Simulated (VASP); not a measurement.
BaTiO3 (Barioperovskite) under changes of volume

One of the cells (12.408 Å³/atom); the others are scaled copies at fixed shape and fractional positions:

```xyz
5
Lattice="3.9396 0.0000 0.0000 0.0000 2.8038 2.8083 0.0000 -2.8038 2.8083" Properties=species:S:1:pos:R:3 pbc="T T T"
Ba    0.0000    0.0000    0.0240
Ti    1.9698    0.0000    2.8903
O     1.9698    1.3855    4.1673
O     1.9698   -1.3855    4.1673
O     0.0000    0.0000    2.7750
```

- Program: VASP 6.6.1
- Functional: LDA
- Potentials or basis: VASP PAW LDA potentials, release 64 (Ba_sv, Ti_sv, O)
- Cutoff: 520 eV
- k mesh: 6 × 6 × 6
- Occupations: gaussian, width 0.02 eV
- Spin: no spin polarisation

```csv
volume (Å³/atom),energy over the lowest point (meV/atom),pressure (GPa),gap on the mesh (eV),largest force (eV/Å)
11.912,?,?,?,?
12.160,3.79,4.3,1.97,0.134
12.408,0.00,0.3,1.93,0.006
12.656,2.19,-3.4,1.89,0.132
12.904,9.71,-6.6,1.85,0.254
```

Question: What does the run at 11.912 Å³/atom give?

Answer: Energy over the lowest point 14.21 meV/atom; pressure 8.9 GPa; gap on the mesh 2.00 eV; largest force 0.278 eV/Å.

Worked out: A Birch-Murnaghan fit of order 2 (a polynomial in V^(-2/3)) to the other rows has its minimum at 12.44 Å³/atom with B0 = V·E''(V) = 190 GPa at fixed shape and positions, which overstates the stiffness. It gives 14.12 meV/atom at 11.912 Å³/atom, against the run's 14.21, and -dE/dV = 8.9 GPa, against 8.9. A straight line through the other rows of the gap, of slope -2.02 eV per unit of ln V, extrapolates to 2.01 eV, against the run's 2.00.

Energies are extrapolated to zero smearing.

Caveats: spin-orbit coupling is left out, which moves the levels of the heavy elements.

A mesh can miss the band edges.
